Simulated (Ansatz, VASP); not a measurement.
**One calculation of PbSe (Clausthalite), two programs**

Contents of POSCAR:

```
PbSe
1.0
    0.0000000000      3.0515521252      3.0515521252
    3.0515521252      0.0000000000      3.0515521252
    3.0515521252      3.0515521252      0.0000000000
Pb Se
1 1
Direct
    0.0000000000      0.0000000000      0.0000000000
    0.5000000000      0.5000000000      0.5000000000
```

File INCAR.step1:

```
PREC = Accurate
ENCUT = 520
ISMEAR = 0
SIGMA = 0.01
LREAL = F
LASPH = T
NELM = 80
NBANDS = 17
GGA = PE
ALGO = Normal
EDIFF = 1E-4
LWAVE = T
LCHARG = F
```

File INCAR.step2:

```
PREC = Accurate
ENCUT = 520
EDIFF = 1E-6
ISMEAR = 0
SIGMA = 0.01
LREAL = F
LASPH = T
NELM = 80
ALGO = Normal
ISIF = 2
LWAVE = F
LCHARG = F
METAGGA = R2SCAN
LMIXTAU = T
NBANDS = 17
ISTART = 1
```

File KPOINTS:

```
Automatic mesh
0
Gamma
  10 10 10
```

Input for Ansatz:

```yaml
crystal:
  lattice:
    - [0.0, 3.0515521252, 3.0515521252]
    - [3.0515521252, 0.0, 3.0515521252]
    - [3.0515521252, 3.0515521252, 0.0]
  atoms:
    - { symbol: Pb, position: [0.0, 0.0, 0.0] }
    - { symbol: Se, position: [0.5, 0.5, 0.5] }
basis:
  ecutwfc: 500
kpoints:
  mp_grid: { grid: [10, 10, 10] }
  band_path:
    path:
      - [0.0, 0.0, 0.0]
      - [0.5, 0.0, 0.5]
      - [0.625, 0.25, 0.625]
      - [0.375, 0.375, 0.75]
      - [0.5, 0.5, 0.5]
      - [0.5, 0.25, 0.75]
      - [0.0, 0.0, 0.5]
    npoints: 1
hamiltonian:
  xc: r2scan
scf:
  occupations: { method: gaussian, width: 0.01 }
  n_extra_bands: 4
output:
  forces: true
  stress: true
  eigenvalues: true
```

Alike in both runs: task single point; functional r2SCAN; k mesh 10 × 10 × 10; occupations gaussian, width 0.01 eV; no spin polarisation.

```csv
,VASP,Ansatz
version,VASP 6.6.1,Ansatz 0.2.0
potentials or method,"VASP PAW PBE potentials, release 64 (Pb_d, Se)","scalar-relativistic, plane waves, PAW"
plane-wave cutoff (eV),520,500
valence electrons in the cell,20,30
```

|  | VASP | Ansatz | Ansatz less VASP |
| --- | --- | --- | --- |
| gap on the k mesh at the Fermi level (eV) | 0.55 | 0.54 | -0.007 |
| least direct gap on the mesh (eV) | 0.55 | 0.54 | -0.007 |
| pressure (GPa) | 2.1 | 2.0 | -0.03 |

The functional is the same, so the differences come from potentials, cutoffs and numerics. The two sets of potentials don't hold the same shells in valence.

Caveats: the PAW data sets were made with another functional, which shifts forces and pressure a little (VASP); spin-orbit coupling is left out, which as a rule narrows the gap of such compounds by several tenths of an eV. A k mesh can miss the band edges.
